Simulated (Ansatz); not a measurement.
# AlGa15As16: the cost of one run

Program: Ansatz 0.2.0. Level of theory: DFT PBE, scalar-relativistic, plane waves, PAW. These are calculated values, not measurements.

### 1 The structure to begin with

The cell holds 32 atoms (AlAs16Ga15): a = 9.952 Å, b = 9.952 Å, c = 9.952 Å, α = 109.47°, β = 109.47°, γ = 109.47°.

The coordinates of this cell stand in the input of its own run.

The host was relaxed before at PBE: a = 5.746 Å, b = 5.746 Å, c = 5.746 Å, α = 90.00°, β = 90.00°, γ = 90.00° (conventional cell), 23.714 Å³/atom.

Places, in fractions of the supercell: Al in place of Ga at (0.250, 0.500, 0.250). The start keeps the symmetry of the ideal site.

Earlier runs gave the host's free energy in this supercell, -138237.745 eV.

### 2 Charge 0, atoms relaxed

Contents of input.yaml:

```yaml
crystal:
  lattice:
    - [-5.7459815093, -5.7459815093, 5.7459815093]
    - [5.7459815093, 5.7459815093, 5.7459815093]
    - [-5.7459815093, 5.7459815093, -5.7459815093]
  atoms:
    - { symbol: Al, position: [0.25, 0.5, 0.25] }
    - { symbol: Ga, position: [0.5, 0.5, 0.0] }
    - { symbol: Ga, position: [0.25, 0.75, 0.0] }
    - { symbol: Ga, position: [0.75, 0.5, 0.75] }
    - { symbol: Ga, position: [0.5, 0.75, 0.75] }
    - { symbol: Ga, position: [0.25, 0.0, 0.75] }
    - { symbol: Ga, position: [0.0, 0.5, 0.5] }
    - { symbol: Ga, position: [0.75, 0.75, 0.5] }
    - { symbol: Ga, position: [0.5, 0.0, 0.5] }
    - { symbol: Ga, position: [0.25, 0.25, 0.5] }
    - { symbol: Ga, position: [0.0, 0.75, 0.25] }
    - { symbol: Ga, position: [0.75, 0.0, 0.25] }
    - { symbol: Ga, position: [0.5, 0.25, 0.25] }
    - { symbol: Ga, position: [0.0, 0.0, 0.0] }
    - { symbol: Ga, position: [0.75, 0.25, 0.0] }
    - { symbol: Ga, position: [0.0, 0.25, 0.75] }
    - { symbol: As, position: [0.0, 0.25, 0.0] }
    - { symbol: As, position: [0.25, 0.25, 0.75] }
    - { symbol: As, position: [0.0, 0.5, 0.75] }
    - { symbol: As, position: [0.5, 0.25, 0.5] }
    - { symbol: As, position: [0.25, 0.5, 0.5] }
    - { symbol: As, position: [0.0, 0.75, 0.5] }
    - { symbol: As, position: [0.75, 0.25, 0.25] }
    - { symbol: As, position: [0.5, 0.5, 0.25] }
    - { symbol: As, position: [0.25, 0.75, 0.25] }
    - { symbol: As, position: [0.0, 0.0, 0.25] }
    - { symbol: As, position: [0.75, 0.5, 0.0] }
    - { symbol: As, position: [0.5, 0.75, 0.0] }
    - { symbol: As, position: [0.25, 0.0, 0.0] }
    - { symbol: As, position: [0.75, 0.75, 0.75] }
    - { symbol: As, position: [0.5, 0.0, 0.75] }
    - { symbol: As, position: [0.75, 0.0, 0.5] }
basis:
  ecutwfc: 420
  xc_grid: 2
kpoints:
  mp_grid: { grid: [3, 3, 3], shift: [0.0, 0.0, 0.0] }
hamiltonian:
  xc: pbe
scf:
  occupations: { method: gaussian, width: 0.05 }
output:
  forces: true
  stress: false
  eigenvalues: true
  write_density: true
  write_potential: true
  elf: true
  volumetric_format: npy
relax:
  adjacent_minimum: "off"
  f_tol: 0.03
  max_steps: 40
```

On the command line:

```sh
$ ansatz run input.yaml --threads 8 --pin off --max-ram 16384MiB --backend cpu --events-out ev --progress --plain --runs-dir out
```

Q: Estimate wall time and peak memory on 8 threads of Arm Neoverse V2, shared host.

About 36 s, with a peak of 3.5 GiB.
